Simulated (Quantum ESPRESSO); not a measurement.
TePb under changes of volume

One of the cells (33.730 Å³/atom); the others are scaled copies at fixed shape and fractional positions:

```xyz
2
Lattice="0.0000 3.2310 3.2310 3.2310 0.0000 3.2310 3.2310 3.2310 0.0000" Properties=species:S:1:pos:R:3 pbc="T T T"
Pb    0.0000    0.0000    0.0000
Te    3.2310    3.2310    3.2310
```

```yaml
Program: Quantum ESPRESSO 7.5
Functional: PBE
Potentials_or_basis: SSSP 1.3 efficiency PBE
Cutoff: 748 eV
Density_cutoff: 5987 eV
k_mesh: 7 × 7 × 7
Occupations: fermi-dirac, width 0.05 eV
Spin: no spin polarisation
```

```tsv
volume (Å³/atom)	energy over the lowest point (meV/atom)	pressure (GPa)
31.706	56.09	5.4
32.380	35.87	4.1
33.055	?	?
33.730	9.87	2.0
34.404	3.13	1.1
35.079	0.00	0.3
35.753	0.13	-0.5
```

Problem. What does the run at 33.055 Å³/atom give?

Solution. Energy over the lowest point 20.62 meV/atom; pressure 3.0 GPa.

Worked out: A Birch-Murnaghan fit of order 3 (a polynomial in V^(-2/3)) to the other rows has its minimum at 35.39 Å³/atom with B0 = V·E''(V) = 39 GPa and B' = 4.6. It gives 20.63 meV/atom at 33.055 Å³/atom, against the run's 20.62, and -dE/dV = 3.1 GPa, against 3.0.

Energies are extrapolated to zero smearing.
